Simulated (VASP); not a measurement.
# Input and output of a VASP r²SCAN single-point calculation on NaI (strained zincblende)

INCAR

```
NELM = 120
LREAL = .FALSE.
LELF = .TRUE.
ISIF = 2
EDIFF = 1E-7
ALGO = Normal
SIGMA = 0.01
NBANDS = 14
LASPH = .TRUE.
PREC = Accurate
LWAVE = .FALSE.
LCHARG = .TRUE.
ENCUT = 520
NSW = 0
IBRION = -1
METAGGA = R2SCAN
ISMEAR = 0
```

KPOINTS

```
KPOINTS created by Atomic Simulation Environment
0
Gamma
6 6 6
0 0 0
```

KPOINTS_OPT

```
special points
6
Reciprocal
0.0000000000 0.0000000000 0.0000000000 1
-0.5000000000 -0.5000000000 0.0000000000 1
-0.3750000000 -0.3750000000 0.2500000000 1
-0.3750000000 0.0000000000 0.3750000000 1
0.0000000000 0.0000000000 0.5000000000 1
-0.5000000000 -0.2500000000 0.2500000000 1
```

POSCAR

```
Na I
 1.0000000000000000
     0.0000000000000000    3.5431916337999998    3.4900437593000002
     3.5431916337999998    0.0000000000000000    3.4900437593000002
     3.5431916337999998    3.5431916337999998    0.0000000000000000
 Na  I
   1   1
Cartesian
  0.0000000000000000  0.0000000000000000  0.0000000000000000
  1.7715958169000003  1.7715958169000003  1.7450218796500001
```

VASP ran with the recommended PBE PAW datasets (14 valence electrons in the cell).

Command

```
mpirun -np 1 vasp_std
```

From OUTCAR

```
k-points           NKPTS =     30   k-points in BZ     NKDIM =     30   number of bands    NBANDS=     14

   NELECT =      14.0000    total number of electrons

   dimension x,y,z NGX =    40 NGY =   40 NGZ =   40
   dimension x,y,z NGXF=    80 NGYF=   80 NGZF=   80

  energy-cutoff  :      520.00
  volume of cell :       87.63
      direct lattice vectors                 reciprocal lattice vectors
     0.000000000  3.543191634  3.490043759    -0.141115709  0.141115709  0.143264679
     3.543191634  0.000000000  3.490043759     0.141115709 -0.141115709  0.143264679
     3.543191634  3.543191634  0.000000000     0.141115709  0.141115709 -0.143264679

 k-points in reciprocal lattice and weights: KPOINTS created by Atomic Simulation Env
   0.00000000  0.00000000  0.00000000       0.005
   0.16666667  0.00000000  0.00000000       0.037
   0.33333333  0.00000000  0.00000000       0.037
   0.50000000  0.00000000  0.00000000       0.019
   0.16666667  0.16666667  0.00000000       0.009
   0.33333333  0.16666667  0.00000000       0.037
   0.50000000  0.16666667  0.00000000       0.037
  -0.33333333  0.16666667  0.00000000       0.037
   ...

 E-fermi :  -1.3160

 k-point     1 :       0.0000    0.0000    0.0000
  band No.  band energies     occupation
      1     -24.2453      2.00000
      2     -24.2445      2.00000
      3     -24.2444      2.00000
      4     -12.1457      2.00000
      5      -1.3946      2.00000
      6      -1.3946      2.00000
      7      -1.3777      2.00000
      8       3.0608      0.00000
      9       7.1945      0.00000
     10       7.1947      0.00000
     11       7.2204      0.00000
     12       8.8230      0.00000
     13       8.9904      0.00000
     14      10.5416      0.00000

 k-point     2 :       0.1667    0.0000    0.0000
  band No.  band energies     occupation
      1     -24.2457      2.00000
      2     -24.2448      2.00000
      3     -24.2446      2.00000
      4     -12.1105      2.00000
      5      -1.7735      2.00000
      6      -1.4326      2.00000
      7      -1.4154      2.00000
      8       3.6475      0.00000
      9       6.8471      0.00000
     10       7.3271      0.00000
     11       7.3696      0.00000
     12       8.4536      0.00000
     13       8.5510      0.00000
     14      10.0282      0.00000

 k-point     3 :       0.3333    0.0000    0.0000
  band No.  band energies     occupation
      1     -24.2469      2.00000
      2     -24.2452      2.00000
      3     -24.2448      2.00000
      4     -12.0383      2.00000
      5      -2.3807      2.00000
      6      -1.5056      2.00000
      7      -1.4774      2.00000
      8       4.5150      0.00000
      9       6.6810      0.00000
     10       7.0244      0.00000
     11       7.1261      0.00000
     12       9.1958      0.00000
     13       9.2218      0.00000
     14       9.5246      0.00000

 k-point     4 :       0.5000    0.0000    0.0000
  band No.  band energies     occupation
      1     -24.2476      2.00000
      2     -24.2453      2.00000
      3     -24.2449      2.00000
      4     -12.0013      2.00000
      5      -2.6369      2.00000
      6      -1.5408      2.00000
      7      -1.5073      2.00000
      8       4.7300      0.00000
      9       6.8137      0.00000
     10       6.8501      0.00000
     11       6.9150      0.00000
     12       9.9953      0.00000
     13      10.5082      0.00000
     14      10.6081      0.00000

 k-point     5 :       0.1667    0.1667    0.0000
  band No.  band energies     occupation
      1     -24.2461      2.00000
      2     -24.2448      2.00000
      3     -24.2446      2.00000
      4     -12.0978      2.00000
      5      -1.7601      2.00000
      6      -1.5090      2.00000
      7      -1.5090      2.00000
      8       3.8452      0.00000
      9       6.5565      0.00000
     10       7.5512      0.00000
     11       7.6027      0.00000
     12       7.6028      0.00000
     13       9.1329      0.00000
     14      11.3477      0.00000

 k-point     6 :       0.3333    0.1667    0.0000
  band No.  band energies     occupation
      1     -24.2470      2.00000
      2     -24.2450      2.00000
      3     -24.2449      2.00000
      4     -12.0374      2.00000
      5      -2.2133      2.00000
      6      -1.5988      2.00000
      7      -1.5972      2.00000
      8       4.6189      0.00000
      9       6.2631      0.00000
     10       6.7568      0.00000
     11       7.6510      0.00000
     12       8.5161      0.00000
     13       9.7413      0.00000
     14      10.6498      0.00000

 k-point     7 :       0.5000    0.1667    0.0000
  band No.  band energies     occupation
      1     -24.2476      2.00000
      2     -24.2454      2.00000
      3     -24.2451      2.00000
      4     -11.9887      2.00000
      5      -2.5198      2.00000
      6      -1.7254      2.00000
      7      -1.6152      2.00000
      8       5.1194      0.00000
      9       5.9502      0.00000
     10       7.1701      0.00000
     11       7.2918      0.00000
     12       9.4082      0.00000
     13      10.6467      0.00000
     14      11.0726      0.00000

 k-point     8 :      -0.3333    0.1667    0.0000
  band No.  band energies     occupation
      1     -24.2472      2.00000
      2     -24.2457      2.00000
      3     -24.2449      2.00000
      4     -12.0021      2.00000
      5      -2.4351      2.00000
      6      -1.7707      2.00000
      7      -1.5435      2.00000
      8       5.1797      0.00000
      9       6.0078      0.00000
     10       7.0272      0.00000
     11       7.2261      0.00000
     12       8.9452      0.00000
     13      10.4410      0.00000
     14      10.7648      0.00000

 k-point     9 :      -0.1667    0.1667    0.0000
  band No.  band energies     occupation
      1     -24.2461      2.00000
      2     -24.2455      2.00000
      3     -24.2447      2.00000
      4     -12.0635      2.00000
      5      -2.0748      2.00000
      6      -1.6272      2.00000
      7      -1.4509      2.00000
      8       4.3882      0.00000
      9       6.6262      0.00000
     10       6.8579      0.00000
     11       7.5453      0.00000
     12       7.8277      0.00000
     13       9.4545      0.00000
     14      10.9489      0.00000

 k-point    10 :       0.3333    0.3333    0.0000
  band No.  band energies     occupation
      1     -24.2476      2.00000
      2     -24.2452      2.00000
      3     -24.2450      2.00000
      4     -12.0001      2.00000
      5      -2.3058      2.00000
      6      -1.7212      2.00000
      7      -1.7211      2.00000
      8       4.4802      0.00000
      9       5.7393      0.00000
     10       7.2751      0.00000
     11       8.7042      0.00000
     12       8.7043      0.00000
     13      10.0132      0.00000
     14      12.3802      0.00000

 k-point    11 :       0.5000    0.3333    0.0000
  band No.  band energies     occupation
      1     -24.2480      2.00000
      2     -24.2454      2.00000
      3     -24.2453      2.00000
      4     -11.9632      2.00000
      5      -2.4217      2.00000
      6      -1.9176      2.00000
      7      -1.7545      2.00000
      8       4.5636      0.00000
      9       5.8044      0.00000
     10       7.5483      0.00000
     11       8.5768      0.00000
     12       9.3967      0.00000
     13      10.8699      0.00000
     14      11.3309      0.00000

 k-point    12 :      -0.3333    0.3333    0.0000
  band No.  band energies     occupation
      1     -24.2477      2.00000
      2     -24.2458      2.00000
      3     -24.2452      2.00000
      4     -11.9643      2.00000
      5      -2.2760      2.00000
      6      -2.1815      2.00000
      7      -1.6697      2.00000
      8       5.0936      0.00000
      9       6.0844      0.00000
     10       7.3060      0.00000
     11       7.9514      0.00000
     12       8.8403      0.00000
     13       9.4068      0.00000
     14      12.6253      0.00000

 k-point    13 :       0.5000    0.5000    0.0000
  band No.  band energies     occupation
      1     -24.2484      2.00000
      2     -24.2454      2.00000
      3     -24.2453      2.00000
      4     -11.9502      2.00000
      5      -2.5169      2.00000
      6      -1.8202      2.00000
      7      -1.8202      2.00000
      8       4.1686      0.00000
      9       5.4330      0.00000
     10       8.6394      0.00000
     11       9.8888      0.00000
     12       9.8889      0.00000
     13      10.8691      0.00000
     14      11.1732      0.00000

 ...

  Total        0.0594184      0.0594184      0.0820701      0.0000000      0.0000000      0.0000000
  in kB        1.0863799      1.0863799      1.5005326      0.0000000      0.0000000      0.0000000
  external PRESSURE =       1.2244308 kB  Pullay stress =       0.0000000 kB

 POSITION                                       TOTAL-FORCE (eV/Angst)
 -----------------------------------------------------------------------------------
      0.00000      0.00000      0.00000        -0.000000     -0.000000     -0.000000
      1.77160      1.77160      1.74502         0.000000      0.000000      0.000000
 -----------------------------------------------------------------------------------
    total drift:                                0.000004      0.000004     -0.000014

  FREE ENERGIE OF THE ION-ELECTRON SYSTEM (eV)
  ---------------------------------------------------
  free  energy   TOTEN  =       -30.9176681749 eV

  energy  without entropy=      -30.9176681749  energy(sigma->0) =      -30.91766817
```

- gap between bands v and c: 4.44 eV
- least direct gap: 4.44 eV
- pressure: 0.1 GPa

Band v is the last that the valence electrons fill when counted band by band, and c is the next.

The run took about 2.3 min on one core of a shared host (Intel Xeon Platinum 8488C) and held 0.26 GiB at most.
